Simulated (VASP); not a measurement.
Here is a VASP 6.6.1 calculation.

The input INCAR:

```
  AGGAC = 1.0
  AGGAX = 1.0
  ALDAC = 0.0
  ALDAX = 1.0
  ALGO = Normal
  EDIFF = 1E-7
  ENCUT = 520
  GGA = B5
  ISIF = 2
  ISMEAR = -1
  LASPH = True
  LCHARG = False
  LREAL = False
  LWAVE = False
  NBANDS = 14
  NELM = 80
  PREC = Accurate
  SIGMA = 0.1
```

The input KPOINTS:

```
k-points
0
Gamma
  18 18 18
```

The input POSCAR:

```
Bi
1.0
   -2.0479336068      2.0479336068      2.0479336068
    2.0479336068     -2.0479336068      2.0479336068
    2.0479336068      2.0479336068     -2.0479336068
Bi
1
Direct
    0.0000000000      0.0000000000      0.0000000000
```

Potentials or basis: VASP PAW PBE potentials, release 64 (Bi_d).

Run with:

```console
$ cat potpaw_PBE.64/Bi_d/POTCAR > POTCAR
$ mpirun -np 1 vasp_std > vasp.out
```

Problem. Predict the band gap on the k mesh.

Solution. None (metal or under the smearing width).

Problem. What does it give for the pressure?

Solution. 0.0 GPa.

Caveat: the PAW data sets were made with another functional, which shifts forces and pressure a little; spin-orbit coupling is left out, which moves the levels of the heavy elements.
